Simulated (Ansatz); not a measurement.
# Tl: response to strain

Aim: deform Tl (x and y strained by +2 %, z held) and compute stress, forces and field gradients with LAPW, PAW and all-electron datasets made for the crystal.

Computed with Ansatz 0.2.0 (DFT PBE, scalar-relativistic, unless a step's input says otherwise).

1 further run of the same task is left out (set aside as unsound or not needed).

## 1. Starting point

It takes space group Im-3m (No. 229, cubic). Conventional cell: a = 3.975 Å, b = 3.975 Å, c = 3.975 Å, α = 90.00°, β = 90.00°, γ = 90.00°. Around Tl (site symmetry m-3m) lie 8 Tl at 3.44 Å.

Structure file:

```
CELL_PARAMETERS angstrom
-1.98737 1.98737 1.98737
1.98737 -1.98737 1.98737
1.98737 1.98737 -1.98737
ATOMIC_POSITIONS crystal
Tl 0.00000 0.00000 0.00000
```

## 2. After the deformation

Space group Im-3m before, I4/mmm after.

## 3. All-electron LAPW

Input file input.yaml:

```yaml
crystal:
  lattice:
    - [-2.0271189134, 2.0271189134, 1.9873714837]
    - [2.0271189134, -2.0271189134, 1.9873714837]
    - [2.0271189134, 2.0271189134, -1.9873714837]
  atoms:
    - { symbol: Tl, position: [0.0, 0.0, 0.0] }
kpoints:
  mp_grid: { grid: [12, 12, 12] }
scf:
  occupations: { method: fermi_dirac, width: 0.05 }
hamiltonian:
  xc: pbe
  pseudopotentials: { kind: all_electron, lapw: { basis_error: 0.0005 } }
output:
  forces: true
  stress: true
  eigenvalues: true
```

The run is started by

```bash
> ansatz run input.yaml --threads 1 --pin off --max-ram 2048MiB --backend cpu --events-out ev --progress --plain --runs-dir out
```

## 4. PAW on the default files

Edit input.yaml of step 3 so:

```diff
@@ -13,3 +13,3 @@
   xc: pbe
-  pseudopotentials: { kind: all_electron, lapw: { basis_error: 0.0005 } }
+  pseudopotentials: { kind: paw }
 output:
@@ -18 +18,2 @@
   eigenvalues: true
+  efg: { contact_densities: true }
```

## 5. All-electron PAW on datasets made for the crystal

Edit input.yaml of step 4 so:

```diff
@@ -13,3 +13,3 @@
   xc: pbe
-  pseudopotentials: { kind: paw }
+  pseudopotentials: { kind: all_electron, datasets: crystal }
 output:
```

(Steps that only read results are left out.)

Q: Predict the outcome of this session. Wanted: pressure; largest shear or deviatoric stress.

**Answer**, as computed:

| quantity | value |
| --- | --- |
| pressure | LAPW -0.95, PAW -0.95, crystal datasets -0.95 GPa |
| largest shear or deviatoric stress (LAPW) | 0.18 GPa |

What this shows: The largest part of the stress beyond the pressure is 0.18 GPa in size, in the zz component. No run of the undeformed cell stands beside it, so the pressure holds what the given cell had before the change. PAW: stress within 0.01 GPa of LAPW. Crystal datasets: stress within 0.01 GPa of LAPW. Spin-orbit coupling is left out, though the cell holds Tl; in elements this heavy it can shift bands and gaps by tenths of an eV.
